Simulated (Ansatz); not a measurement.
A relaxation computed with Ansatz, from input to last step.

```yaml
crystal:
  lattice:
    - [3.3336326011, 0.0, 0.0]
    - [0.0, 35.397869026, 0.0]
    - [0.0, 0.0, 4.5034637553]
  atoms:
    - { symbol: P, position: [0.0, 0.9696876243, 0.5826201303] }
    - { symbol: P, position: [0.0, 0.0303123757, 0.4173798697] }
    - { symbol: P, position: [0.5, 0.0303123757, 0.0826201303] }
    - { symbol: P, position: [0.5, 0.9696876243, 0.9173798697] }
basis:
  ecutwfc: 420
kpoints:
  mp_grid: { grid: [8, 1, 6] }
hamiltonian:
  xc: pbesol
scf:
  occupations: { method: gaussian, width: 0.02 }
output:
  forces: true
  stress: true
  eigenvalues: true
relax:
  adjacent_minimum: "off"
  f_tol: 0.008
  max_steps: 40
```

```bash
ansatz run input.yaml --threads 1 --pin off --max-ram 2560MiB --backend cpu --events-out ev --progress --plain --runs-dir out
```

Computed with DFT PBEsol, scalar-relativistic, plane waves, PAW in Ansatz 0.2.0.

Of 4 frames 3 are shown, positions in Å and forces in eV/Å; the SCF threshold varies from step to step.

```xyz
4
Lattice="3.3336 0.0000 0.0000 0.0000 35.3979 0.0000 0.0000 0.0000 4.5035" Properties=species:S:1:pos:R:3:forces:R:3 pbc="T T T" step=1 free_energy_over_end_meV_per_atom=4.84
P     0.0000   34.3249    2.6238    0.0000    0.2954    0.2199
P     0.0000    1.0730    1.8797    0.0000   -0.2954   -0.2199
P     1.6668    1.0730    0.3721    0.0000   -0.2954    0.2199
P     1.6668   34.3249    4.1314    0.0000    0.2954   -0.2199
4
Lattice="3.3336 0.0000 0.0000 0.0000 35.3979 0.0000 0.0000 0.0000 4.5035" Properties=species:S:1:pos:R:3:forces:R:3 pbc="T T T" step=2 free_energy_over_end_meV_per_atom=0.62
P     0.0000   34.3390    2.6330    0.0000    0.1104    0.0736
P     0.0000    1.0589    1.8705    0.0000   -0.1104   -0.0736
P     1.6668    1.0589    0.3813    0.0000   -0.1104    0.0736
P     1.6668   34.3390    4.1222    0.0000    0.1104   -0.0736
4
Lattice="3.3336 0.0000 0.0000 0.0000 35.3979 0.0000 0.0000 0.0000 4.5035" Properties=species:S:1:pos:R:3:forces:R:3 pbc="T T T" step=4 free_energy_over_end_meV_per_atom=0.00
P     0.0000   34.3471    2.6378    0.0000   -0.0019    0.0013
P     0.0000    1.0508    1.8656    0.0000    0.0019   -0.0013
P     1.6668    1.0508    0.3861    0.0000    0.0019    0.0013
P     1.6668   34.3471    4.1174    0.0000   -0.0019   -0.0013
```

The run took 56 s on 1 thread of Intel(R) Xeon(R) Platinum 8259CL CPU @ 2.50GHz (Skylake/Cascade Lake) (shared host), peak memory 0.64 GiB.

The cell holds layers, and where no dispersion correction was added their binding is poorly described.